## Where a constant stiffness fails: lead sulfide squeezed and stretched

Near its minimum, the energy of a crystal rises with the square of the change in volume. The pressure is the slope of that energy with its sign reversed, so it changes with the first power. It follows that a squeeze and a stretch of equal size should give pressures of equal size and opposite sign. This is Hooke's law for volume, and it needs one material constant, the stiffness. The table below puts it to the test for lead sulfide in the rocksalt structure.

PbS in the rocksalt structure at a series of fixed volumes, computed with Ansatz 0.2.0 using density functional theory with the r2SCAN functional. All runs use PAW potentials, a plane-wave cutoff of 500 eV, an 8×8×8 k mesh and fixed occupations, without spin polarisation or spin-orbit coupling. The shortest distance is Pb–S, and pressure is positive in compression.

```csv
volume (Å³/atom),shortest distance (Å),pressure (GPa)
22.855,2.838,12.030
25.444,2.941,2.970
26.213,2.971,1.000
26.657,2.987,0.000
27.874,3.032,-2.350
29.658,3.095,-4.900
30.428,3.122,-5.750
30.510,3.125,-5.830
```

A positive pressure means that the cell pushes outward and has to be held together. A negative one is a tension: the cell would contract if released. The cell of 26.657 Å³ per atom is at zero pressure and serves as the reference. By symmetry the three stresses equal the pressure, so one column carries the whole content.

Take two cells about 14 % away from the reference, one on each side. The squeezed cell, at 22.855 Å³, pushes with 12.03 GPa, while the stretched one, at 30.428 Å³, pulls with only 5.75 GPa. The symmetry that Hooke's law demands is broken by a factor of two.

### The straight line and its misses

Let $V$ be the volume per atom, $V_0$ its value at zero pressure and $P$ the pressure. A quadratic energy gives

$$P = -k\,(V - V_0),$$

with a constant slope $k$. Two cells at nearly equal distances on either side of the reference, at 25.444 and 27.874 Å³, fix this slope:

$$k = \frac{2.97 + 2.35}{27.874 - 25.444} = 2.19\ \text{GPa per Å}^3 .$$

The densest cell, which had no part in setting the slope, is 3.802 Å³ smaller than the reference. The line therefore predicts $2.19 \times 3.802 = 8.3$ GPa, about 31 % less than the computed pressure. Read the other way round, the error matters just as much. A designer who divides 12.03 GPa by the slope obtains a shrinkage of 5.5 Å³, or 21 % of the reference volume, where the calculation has 14 %.

The signs of the misses tell what kind of error this is. A badly chosen slope would put the line too low on one side of the reference and too high on the other. Here the line lies below the computed pressure on both sides: it gives too little push in compression and too much pull in tension. Only a curve that bends upward does that, and no other choice of slope can cure it. The output printed after the text lists the comparison for every cell.

The size of the misses follows a simple rule. The first correction to a straight line grows with the square of the volume change, so its share of the pressure grows in proportion to the change itself. In each cell that lies more than 4 % from the reference, the relative error in pressure is roughly two to three times the relative change in volume. A constant stiffness is thus a fair tool for changes of one or two per cent and a poor one for ten.

### Is the bend real?

A plane-wave calculation can produce a false stress, because a fixed cutoff gives a slightly different basis in each cell. The total energies of the same runs offer a second route to the pressure. The fall in energy from a smaller cell to a larger one, divided by the rise in volume, is the mean pressure over that interval.

Between the two densest cells this route gives 7.2 GPa, while the average of the two computed end pressures is 7.5 GPa. The small difference has the sign that an upward bend produces, since such a curve sags below the straight line joining its ends. Stress and energy tell the same story, and the failure belongs to Hooke's law.

### Why the crystal stiffens one way and softens the other

The bend is a change of stiffness, best seen in the bulk modulus: the pressure needed per relative change of volume. It is about 84 GPa between the two densest cells and 33 GPa between those at 29.658 and 30.428 Å³. Because it refers each step to the current volume, this change can't be blamed on the choice of reference.

The reason lies in the two forces that balance at zero pressure. Lead and sulfur attract each other through their opposite charges and through the partly covalent bond between them. They repel each other where their filled shells overlap, because the Pauli principle forces electrons in the overlap region into states of higher energy. The table shows only the sum of the two, so the account of their separate roles rests on general knowledge of such crystals.

The two forces differ in reach. Overlap depends on the outer tails of the shells, which die away exponentially, so the repulsion changes by a nearly constant factor for each step in distance. The attraction between charges changes much more gently. In the rocksalt structure all six contacts of an atom shorten or lengthen together, and no atom can move aside to relieve the strain.

When the crystal is squeezed, the contacts shrink from 2.987 to 2.838 Å. The repulsion grows much faster than the attraction, and each further step costs more pressure than the last. That is the stiffening on the dense side.

When the crystal is stretched, the repulsion fades faster than the attraction. The tension is the attraction less the repulsion that is left, so it can never exceed the attraction. The attraction itself weakens with distance, so the tension must level off and, far enough out, pass through a maximum beyond which the crystal would tear. The straight line knows no such ceiling: its tension grows without end, and at 30.428 Å³ it is already too large by 44 % of the computed value.

The same reasoning carries over to other solids in which filled shells meet across short contacts, provided that a change of volume has to change the length of those contacts. Such solids stiffen when squeezed and soften when stretched. In an open framework, whose units can tilt instead, the rule need not hold. What decides whether a constant stiffness will do is the relative change in volume. A soft crystal reaches a given change at a lower pressure, and there the straight line gives out sooner on the pressure scale.

### A second failure that the pressure hides

The runs have another weakness, and here it is the calculation itself that falls short. The band gap of the same runs, the energy between the highest filled and the lowest empty state, is 0.69 eV at zero pressure. In the densest cell the two states are only 0.01 eV apart. The pressure of this cell gives no sign of the trouble.

The gap closes for a chemical reason. At zero pressure the highest filled state is an antibonding mixture of the lead 6s and sulfur 3p orbitals, whereas the lowest empty state is mainly lead 6p. Shorter contacts strengthen the s–p mixing and push the filled state up towards the empty one. This is the accepted picture of the lead salts, and the computed gaps, which shrink with every step in compression, agree with it.

The calculation leaves out spin-orbit coupling, which is strong in an atom as heavy as lead. It splits the lead 6p levels and lowers the bottom of the empty band, reducing the gap by a few tenths of an electronvolt (a rough, recalled size). At zero pressure that makes the computed gap too wide. In the densest cell the two states have probably changed places even without spin-orbit coupling. The gap falls ever more steeply as the contacts shorten, and this trend, carried on from the other cells, ends slightly below zero. The 0.01 eV would then separate two states in swapped order. Spin-orbit coupling lowers the 6p state further and should make the inversion larger, so this cell shouldn't be read as a semiconductor with a tiny ordinary gap.

The pressure is much less exposed to this error. It depends on all the filled states together, whereas the gap depends on just two states at one point of the Brillouin zone. The effect of spin-orbit coupling on the pressure is therefore probably small, though these runs don't test it.

One more condition bears on the compressed end. The calculation holds the atoms in the rocksalt arrangement, while real lead sulfide changes to another structure at a few gigapascals (again a rough, recalled figure). The 12.03 GPa is therefore the pressure of rocksalt kept in place by symmetry. It is a sound value for showing how this structure stiffens, but the volume of this cell shouldn't be taken for that of real lead sulfide at the same pressure.

Numerical output:

```
Straight-line law and gap:
     row  volume change in %  straight-line pressure in GPa  line less computed in GPa  band gap in eV
  22.855              -14.26                          8.324                     -3.706         0.01211
  25.444               -4.55                          2.656                    -0.3144          0.5095
  26.213              -1.666                          0.972                   -0.02795          0.6294
  26.657                   0                              0                          0          0.6923
  27.874               4.565                         -2.664                    -0.3144          0.8437
  29.658               11.26                          -6.57                      -1.67           1.017
  30.428               14.15                         -8.256                     -2.506           1.076
   30.51               14.45                         -8.435                     -2.605           1.082
Between each row and the row before:
     row  bulk modulus in GPa  mean pressure from energies in GPa  average of the two end pressures in GPa
  25.444                84.43                               7.247                                      7.5
  26.213                66.16                               1.958                                    1.985
  26.657                59.54                              0.5052                                      0.5
  27.874                52.64                              -1.224                                   -1.175
  29.658                 41.1                              -3.705                                   -3.625
  30.428                33.16                              -5.348                                   -5.325
   30.51                29.73                              -5.764                                    -5.79
Slope of the straight line, fall of pressure per volume in GPa per cubic angstrom and atom: 2.189
Bulk modulus of the straight line at zero pressure in GPa: 58.36
Pressure of the densest cell over tension of the cell at 30.428: 2.092
Straight line too low in the densest cell, in % of the computed pressure: 30.81
Straight line gives too much tension at 30.428, in % of the computed tension: 43.58
Bulk modulus of the first interval over that from 29.658 to 30.428: 2.546
Largest difference between energy pressure and average of end pressures in GPa: 0.2534
Fall of the gap from zero pressure to the densest cell in eV: 0.6802
Rise of the gap from zero pressure to 30.428 in eV: 0.3842
```
